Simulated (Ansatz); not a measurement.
## AlNi3: how the energy converges with the cutoff

AlNi3, P1, a = 3.967 Å, b = 3.965 Å, c = 3.981 Å, α, β, γ = 60.0°, 59.8°, 59.9°. Ansatz: PBE, PAW, cutoff varied, Γ-centred 10×10×10 mesh on 4 atoms, Gaussian smearing 0.10 eV; no spin polarisation. Single points at one geometry with displaced atoms, the cutoff alone changed; ΔE is the energy at zero smearing over the run at 600 eV. The runs up to 350 eV lie under the cutoff recommended for these PAW datasets.

```
cutoff (eV)  ΔE (meV/atom)
        200       11412.55
        250        1844.40
        300         231.78
        350          16.62
        420              ?
```

Problem. Assume ΔE falls exponentially with the cutoff, fit y = ln ΔE against x, the cutoff in eV, to the other rows, and predict the missing value.

Solution. y = 9.342, 7.520, 5.446, 2.811. Means x = 275.0, y = 6.2797; Σ(Δx)² = 12500, ΣΔxΔy = -541.7; the slope is their ratio. y = 18.20 − 0.04333 x, a factor of ten per 53 eV. At 420 eV this gives ΔE = 1.00 meV/atom. The run gave 1.76, a ratio of 0.57. Between neighbouring rows the decay runs from a factor of ten per 44 eV to one per 72 eV, so one exponential is only a rough guide.

Cost: 6 runs of about 5.4 core-minutes in all, on Intel Xeon Processor @ 2.70GHz (shared hosts).